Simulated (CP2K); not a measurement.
Crystal: H.

```
H
1.0
     3.15593    0.00000    0.00000
    -0.47063    3.12064    0.00000
    -1.34265   -1.56032    2.39219
H
2
Direct
  0.09014 0.09014 0.00000
  0.90986 0.90986 0.00000
```

Program: CP2K 2026.2. Alike in all runs: task single point; level PBE; no spin polarisation; cell as given; k mesh 11 × 11 × 11; smearing fermi-dirac 0.05 eV.

**Question.** Order these runs on this cell by their band gap on the k mesh, lowest first.
A. potentials or basis POTENTIAL_UZH H GTH-PBE-q1; TZV2P-MOLOPT-PBE-GTH basis; quickstep method GPW; MIXING ALPHA 0.4; basis sets H TZV2P-MOLOPT-PBE-GTH-q1; potentials H GTH-PBE-q1 of POTENTIAL_UZH; ADDED_MOS [10]
B. potentials or basis GTH_POTENTIALS H GTH-PBE-q1; TZVP-MOLOPT-GTH basis; quickstep method GPW; MIXING ALPHA 0.4; basis sets H TZVP-MOLOPT-GTH-q1; potentials H GTH-PBE-q1 of GTH_POTENTIALS; ADDED_MOS [10]
C. potentials or basis GTH_POTENTIALS H GTH-PBE-q1; DZVP-MOLOPT-SR-GTH basis; quickstep method GPW; MIXING ALPHA 0.4; basis sets H DZVP-MOLOPT-SR-GTH-q1; potentials H GTH-PBE-q1 of GTH_POTENTIALS; ADDED_MOS [9]
D. potentials or basis all electrons (GAPW); pob-TZVP-rev2 basis; quickstep method GAPW; MIXING ALPHA 0.2; basis sets H pob-TZVP-rev2; potentials H ALL; ADDED_MOS [10]
E. potentials or basis POTENTIAL_UZH H GTH-PBE-q1; ccGRB-D basis; quickstep method GPW; MIXING ALPHA 0.4; basis sets H ccGRB-D-q1; potentials H GTH-PBE-q1 of POTENTIAL_UZH; ADDED_MOS [9]

**Answer.** A (9.07 eV), C (9.24 eV), E (9.46 eV), B (9.75 eV), D (10.13 eV).

Caveats: an odd mesh through Γ misses points on the zone boundary, where band edges often lie; the basis of atomic orbitals isn't converged, which shifts pressures, moduli and gaps; forces of over 1 eV/Å show positions far from the minimum, so gaps and moduli don't describe the material at rest (some runs).
